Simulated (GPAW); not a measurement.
# Bi (Im-3m) in GPAW: notebook, part 2 of 2

GPAW 26.7.0. The steps go on from the part before.

### Step 3. Relaxation of cell and atoms, LDA

run.py

```python
from ase.filters import FrechetCellFilter
from ase.io import read, write
from ase.optimize import BFGS
from gpaw import GPAW, PW

atoms = read('POSCAR')

calc = GPAW(mode=PW(600),
            xc='LDA',
            kpts={'size': (9, 9, 9), 'gamma': True},
            occupations={'name': 'fermi-dirac', 'width': 0.05},
            nbands=15,
            convergence={'density': 1e-05, 'forces': 0.0001},
            maxiter=150,
            txt='gpaw.txt')
atoms.calc = calc
opt = BFGS(FrechetCellFilter(atoms), trajectory='relax.traj', logfile='-')
done = opt.run(fmax=0.02, steps=40)
calc.write('gs.gpw')
write('result.traj', atoms)
print('Converged:', done)
print('Cell:', atoms.cell.cellpar().round(4))
print('Volume:', round(atoms.get_volume(), 4))
print(atoms.get_scaled_positions().round(5))
```

POSCAR

```
Bi
1.0
   -1.9814305318      1.9814305318      1.9814305318
    1.9814305318     -1.9814305318      1.9814305318
    1.9814305318      1.9814305318     -1.9814305318
Bi
1
Direct
    0.0000000000      0.0000000000      0.0000000000
```

Potentials or basis: the program's PAW data sets (release 1.2.1) made for this functional, pw.

Started as:

```bash
$ OMP_NUM_THREADS=1 python run.py
```

gpaw.txt:

```text
__  _  _
 | _ |_)|_||  |
 |__||  | ||/\| - 26.7.0

Input parameters:
  mode=PW(ecut=600.0),
  convergence={'density': 1e-05, 'forces': 0.0001},
  kpts=MonkhorstPack(size=(9, 9, 9), gamma=True),
  maxiter=150,
  nbands=15,
  occupations=Occupations(name='fermi-dirac', width=0.05),
  xc=XC(name='LDA')

Diagonalizing LCAO Hamiltonian
Converting LCAO to pw mode

       Bi

Atoms  # Å, Bohr magnetons
|   | symbol |        x |        y |        z |    initial magnetic moments |
|---|--------|----------|----------|----------|-----------------------------|
| 0 |     Bi | 0.000000 | 0.000000 | 0.000000 | ( 0.0000,  0.0000,  0.0000) |

Unit cell  # Å
| periodic |         x |         y |         z |  lengths |     angles |
|----------|-----------|-----------|-----------|----------|------------|
|      yes | -1.981431 |  1.981431 |  1.981431 | 3.431938 | 109.471221 |
|      yes |  1.981431 | -1.981431 |  1.981431 | 3.431938 | 109.471221 |
|      yes |  1.981431 |  1.981431 | -1.981431 | 3.431938 | 109.471221 |
[... 216 lines left out ...]
Stress tensor  # eV/Ang^3
|         x |         y |         z |
|-----------|-----------|-----------|
|  0.021367 | -0.000000 | -0.000000 |
| -0.000000 |  0.021367 |  0.000000 |
| -0.000000 |  0.000000 |  0.021367 |

Forces  # eV/Ang
|        x |       y |        z |
|----------|---------|----------|
| -0.00000 | 0.00000 | -0.00000 |  # Bi   0

[... 236 lines left out ...]
| 0.000000 | 0.000000 | 0.012065 |

Forces  # eV/Ang
|        x |       y |       z |
|----------|---------|---------|
| -0.00000 | 0.00000 | 0.00000 |  # Bi   0

Interpolating wave functions to new cell

       Bi

Atoms  # Å, Bohr magnetons
|   | symbol |         x |         y |         z |    initial magnetic moments |
|---|--------|-----------|-----------|-----------|-----------------------------|
| 0 |     Bi | -0.000000 | -0.000000 | -0.000000 | ( 0.0000,  0.0000,  0.0000) |

Unit cell  # Å
| periodic |         x |         y |         z |  lengths |     angles |
|----------|-----------|-----------|-----------|----------|------------|
|      yes | -1.940157 |  1.940157 |  1.940157 | 3.360451 | 109.471221 |
|      yes |  1.940157 | -1.940157 |  1.940157 | 3.360451 | 109.471221 |
|      yes |  1.940157 |  1.940157 | -1.940157 | 3.360451 | 109.471221 |
[... 216 lines left out ...]
Stress tensor  # eV/Ang^3
|         x |         y |         z |
|-----------|-----------|-----------|
| -0.000700 |  0.000000 |  0.000000 |
|  0.000000 | -0.000700 | -0.000000 |
|  0.000000 | -0.000000 | -0.000700 |

Forces  # eV/Ang
|        x |        y |       z |
|----------|----------|---------|
| -0.00000 | -0.00000 | 0.00000 |  # Bi   0

Interpolating wave functions to new cell

       Bi

Atoms  # Å, Bohr magnetons
|   | symbol |         x |         y |         z |    initial magnetic moments |
|---|--------|-----------|-----------|-----------|-----------------------------|
| 0 |     Bi | -0.000000 | -0.000000 | -0.000000 | ( 0.0000,  0.0000,  0.0000) |

Unit cell  # Å
| periodic |         x |         y |         z |  lengths |     angles |
|----------|-----------|-----------|-----------|----------|------------|
|      yes | -1.941346 |  1.941346 |  1.941346 | 3.362511 | 109.471221 |
|      yes |  1.941346 | -1.941346 |  1.941346 | 3.362511 | 109.471221 |
|      yes |  1.941346 |  1.941346 | -1.941346 | 3.362511 | 109.471221 |
[... 214 lines left out ...]
Stress tensor  # eV/Ang^3
|         x |         y |         z |
|-----------|-----------|-----------|
|  0.000019 | -0.000000 | -0.000000 |
| -0.000000 |  0.000019 |  0.000000 |
| -0.000000 |  0.000000 |  0.000019 |

Forces  # eV/Ang
|        x |        y |       z |
|----------|----------|---------|
| -0.00000 | -0.00000 | 0.00000 |  # Bi   0

# Writing to gs.gpw (mode='')
```

Run time: 27 s. Hardware: 1 thread of Arm Neoverse V1, shared host; peak memory 0.17 GiB.

Results:

| Item | Value |
| --- | --- |
| Free energy | -5.3225 eV |
| Relaxed volume | 29.27 Å³/atom |
| Relaxed cell | a = 3.363 Å, b = 3.363 Å, c = 3.363 Å, α = 109.47°, β = 109.47°, γ = 109.47° |
| Space group after relaxing (to 0.05 Å) | Im-3m (No. 229) |
| Energy gained by relaxing | 19.9 meV/atom |
| Ionic steps | 4 |
| Pressure after relaxing | 0.0 GPa |
| Band gap on the k mesh | none (metal or under the smearing width) |

The path:
```tsv
step	energy change (eV)	largest force (eV/Å)	pressure (GPa)	volume (Å³)
1	0.0000	0.0000	-3.42	31.12
2	-0.0144	0.0000	-1.93	30.24
3	-0.0198	0.0000	0.11	29.21
4	-0.0199	0.0000	0.00	29.27
```

Final structure:
```
Bi
1.0
    -1.94135    1.94135    1.94135
     1.94135   -1.94135    1.94135
     1.94135    1.94135   -1.94135
Bi
1
Cartesian
  0.0000 0.0000 0.0000
```

Caveat: later steps reuse the first step's grids; spin-orbit coupling is left out, which moves the levels of the heavy elements.

### Step 4. Relaxation of cell and atoms, PBEsol

run.py

```python
from ase import Atoms
from ase.filters import FrechetCellFilter
from ase.io import write
from ase.optimize import BFGS
from gpaw import GPAW, PW, setup_paths

setup_paths.insert(0, '.')

atoms = Atoms(['Bi'],
              cell=[[-1.9814305318, 1.9814305318, 1.9814305318],
                    [1.9814305318, -1.9814305318, 1.9814305318],
                    [1.9814305318, 1.9814305318, -1.9814305318]],
              scaled_positions=[[0.0, 0.0, 0.0]],
              pbc=True)

calc = GPAW(mode=PW(600),
            xc='PBEsol',
            kpts={'size': (9, 9, 9), 'gamma': True},
            occupations={'name': 'fermi-dirac', 'width': 0.05},
            nbands=15,
            convergence={'density': 1e-05, 'forces': 0.0001},
            maxiter=150,
            txt='gpaw.txt')
atoms.calc = calc
opt = BFGS(FrechetCellFilter(atoms), trajectory='relax.traj', logfile='-')
done = opt.run(fmax=0.05, steps=100)
calc.write('gs.gpw')
write('result.traj', atoms)
print('Converged:', done)
print('Cell:', atoms.cell.cellpar().round(4))
print('Volume:', round(atoms.get_volume(), 4))
print(atoms.get_scaled_positions().round(5))
```

Potentials or basis: PAW data sets generated in the run's folder for this functional, pw.

Started as:

```bash
$ gpaw-setup -f PBEsol Bi
$ OMP_NUM_THREADS=1 python run.py
```

Wall time 27 s (1 thread of Arm Neoverse V1, shared host); peak memory 0.16 GiB.

The run converged. Its results:

| Item | Value |
| --- | --- |
| Free energy | -5.0296 eV |
| Relaxed volume | 29.95 Å³/atom |
| Relaxed cell | a = 3.388 Å, b = 3.388 Å, c = 3.388 Å, α = 109.47°, β = 109.47°, γ = 109.47° |
| Space group after relaxing (to 0.05 Å) | Im-3m (No. 229) |
| Energy gained by relaxing | 7.2 meV/atom |
| Ionic steps | 3 |
| Pressure after relaxing | 0.0 GPa |
| Band gap on the k mesh | none (metal or under the smearing width) |

Step by step:
| step | energy change (eV) | largest force (eV/Å) | pressure (GPa) | volume (Å³) |
| --- | --- | --- | --- | --- |
| 1 | 0.0000 | 0.0000 | -2.08 | 31.12 |
| 2 | -0.0053 | 0.0000 | -1.16 | 30.58 |
| 3 | -0.0072 | 0.0000 | 0.04 | 29.95 |

Final structure:
```yaml
crystal:
  lattice:
    - [-1.95634, 1.95634, 1.95634]
    - [1.95634, -1.95634, 1.95634]
    - [1.95634, 1.95634, -1.95634]
  atoms:
    - { symbol: Bi, position: [0.00000, 0.00000, 0.00000] }
```

Levels at points of the mesh, in eV from the Fermi level:
```tsv
k point	band 3	band 4	band 5	band 6	band 7	band 8	band 9	band 10	band 11
(0.00, 0.00, 0.00)	-23.26	-23.12	-23.12	-13.79	5.30	5.30	5.30	9.65	10.49
```

Caveat: later steps reuse the first step's grids; spin-orbit coupling is left out, which moves the levels of the heavy elements.

### Step 5. Relaxation of cell and atoms, RPBE

run.py

```python
from ase.filters import FrechetCellFilter
from ase.io import read, write
from ase.optimize import BFGS
from gpaw import GPAW, PW

atoms = read('Bi.xyz')

calc = GPAW(mode=PW(600),
            xc='RPBE',
            kpts={'size': (9, 9, 9), 'gamma': True},
            occupations={'name': 'fermi-dirac', 'width': 0.05},
            nbands=15,
            convergence={'density': 1e-05, 'forces': 0.0001},
            maxiter=150,
            txt='gpaw.txt')
atoms.calc = calc
opt = BFGS(FrechetCellFilter(atoms), trajectory='relax.traj', logfile='-')
done = opt.run(fmax=0.05, steps=40)
calc.write('gs.gpw')
write('result.traj', atoms)
print('Converged:', done)
print('Cell:', atoms.cell.cellpar().round(4))
print('Volume:', round(atoms.get_volume(), 4))
print(atoms.get_scaled_positions().round(5))
```

Bi.xyz

```xyz
1
Lattice="-1.9814305318 1.9814305318 1.9814305318 1.9814305318 -1.9814305318 1.9814305318 1.9814305318 1.9814305318 -1.9814305318" Properties=species:S:1:pos:R:3 pbc="T T T"
Bi     0.0000000000      0.0000000000      0.0000000000
```

Potentials or basis: the program's PAW data sets (release 1.2.1) made for this functional, pw.

Started as:

```bash
$ OMP_NUM_THREADS=1 python run.py
```

Wall time 23 s (1 thread of Arm Neoverse V1, shared host); peak memory 0.16 GiB.

Results (log left out):

- Free energy: -4.1578 eV
- Relaxed volume: 32.36 Å³/atom
- Relaxed cell: a = 3.477 Å, b = 3.477 Å, c = 3.477 Å, α = 109.47°, β = 109.47°, γ = 109.47°
- Space group after relaxing (to 0.05 Å): Im-3m (No. 229)
- Energy gained by relaxing: 8.4 meV/atom
- Ionic steps: 3
- Pressure after relaxing: 0.1 GPa
- Band gap on the k mesh: none (metal or under the smearing width)

The path:
```csv
step,energy change (eV),largest force (eV/Å),pressure (GPa),volume (Å³)
1,0.0000,0.0000,2.17,31.12
2,-0.0059,0.0000,1.15,31.68
3,-0.0084,0.0000,0.06,32.36
```

Final structure:
```cif
data_structure
_symmetry_space_group_name_H-M 'P 1'
_symmetry_Int_Tables_number 1
_cell_length_a 3.4772
_cell_length_b 3.4772
_cell_length_c 3.4772
_cell_angle_alpha 109.471
_cell_angle_beta 109.471
_cell_angle_gamma 109.471
_cell_volume 32.36
loop_
_atom_site_label
_atom_site_type_symbol
_atom_site_fract_x
_atom_site_fract_y
_atom_site_fract_z
_atom_site_occupancy
Bi1 Bi 0.00000 0.00000 0.00000 1
```

Levels at points of the mesh, in eV from the Fermi level:
```csv
k point,band 4,band 5,band 6,band 7,band 8,band 9,band 10,band 11
"(0.00, 0.00, 0.00)",-23.15,-23.15,-13.13,4.87,4.87,4.87,8.77,10.55
```

Caveat: later steps reuse the first step's grids; spin-orbit coupling is left out, which moves the levels of the heavy elements.

### Step 6. Relaxation of cell and atoms, revPBE, target pressure 5 GPa, at which the enthalpy is minimised

run.py: that of step 5 with these lines changed.

```diff
@@ -2,9 +2,10 @@
 from ase.io import read, write
-from ase.optimize import BFGS
+from ase.optimize import LBFGS
+from ase.units import GPa
 from gpaw import GPAW, PW
 
-atoms = read('Bi.xyz')
+atoms = read('POSCAR')
 
 calc = GPAW(mode=PW(600),
-            xc='RPBE',
+            xc='revPBE',
             kpts={'size': (9, 9, 9), 'gamma': True},
@@ -16,4 +17,4 @@
 atoms.calc = calc
-opt = BFGS(FrechetCellFilter(atoms), trajectory='relax.traj', logfile='-')
-done = opt.run(fmax=0.05, steps=40)
+opt = LBFGS(FrechetCellFilter(atoms, scalar_pressure=5 * GPa), trajectory='relax.traj', logfile='-')
+done = opt.run(fmax=0.02, steps=40)
 calc.write('gs.gpw')
```

POSCAR is that of step 3.

Potentials or basis: the program's PAW data sets (release 1.2.1) made for this functional, pw.

Started as:

```bash
$ OMP_NUM_THREADS=1 python run.py
```

Run time: 23 s. Hardware: 1 thread of Arm Neoverse V1, shared host; peak memory 0.16 GiB.

Results (log left out):

| Quantity | Value |
| --- | --- |
| Free energy | -4.1835 eV |
| Relaxed volume | 29.55 Å³/atom |
| Relaxed cell | a = 3.373 Å, b = 3.373 Å, c = 3.373 Å, α = 109.47°, β = 109.47°, γ = 109.47° |
| Space group after relaxing (to 0.05 Å) | Im-3m (No. 229) |
| Energy change on relaxing (the enthalpy is what falls) | +33.4 meV/atom |
| Ionic steps | 3 |
| Pressure after relaxing | 5.0 GPa |
| Band gap on the k mesh | none (metal or under the smearing width) |

The path:
```
step  energy change (eV)  largest force (eV/Å)  pressure (GPa)  volume (Å³)
   1              0.0000                0.0000            1.77        31.12
   2              0.0136                0.0000            3.41        30.29
   3              0.0334                0.0000            5.05        29.55
```

Final structure:
```
CELL_PARAMETERS angstrom
-1.94768 1.94768 1.94768
1.94768 -1.94768 1.94768
1.94768 1.94768 -1.94768
ATOMIC_POSITIONS crystal
Bi 0.00000 0.00000 0.00000
```

Levels at points of the mesh, in eV from the Fermi level:
| k point | band 5 | band 6 | band 7 | band 8 | band 9 | band 10 |
| --- | --- | --- | --- | --- | --- | --- |
| (0.00, 0.00, 0.00) | -23.29 | -13.90 | 5.40 | 5.40 | 5.40 | 9.83 |

Caveat: later steps reuse the first step's grids; spin-orbit coupling is left out, which moves the levels of the heavy elements.

### Step 7. The runs side by side

```tsv
level	potentials or basis	cell	optimizer	fmax	max steps	target pressure	gap on the mesh (eV)	pressure (GPa)	relaxed volume (Å³/atom)
PBE	GPAW PAW data sets (gpaw-data 1.2.1), pw	relaxed	BFGS	0.01 eV/Å	60	-	none	0.0	31.54
LDA	the program's PAW data sets (release 1.2.1) made for this functional, pw	relaxed	BFGS	0.02 eV/Å	40	-	none	0.0	29.27
PBEsol	PAW data sets generated in the run's folder for this functional, pw	relaxed	BFGS	0.05 eV/Å	100	-	none	0.0	29.95
RPBE	the program's PAW data sets (release 1.2.1) made for this functional, pw	relaxed	BFGS	0.05 eV/Å	40	-	none	0.1	32.36
revPBE	the program's PAW data sets (release 1.2.1) made for this functional, pw	relaxed to 5 GPa	LBFGS	0.02 eV/Å	40	5 GPa	none	5.0	-
```

Alike in all rows: task relaxation of cell and atoms; no spin polarisation; k mesh 9 × 9 × 9; cutoff (eV) 600; smearing fermi-dirac 0.05 eV.

Caveats: later steps reuse the first step's grids; spin-orbit coupling is left out, which moves the levels of the heavy elements.

Total energies depend on the potentials used, so only differences within one code and one set of settings carry meaning.
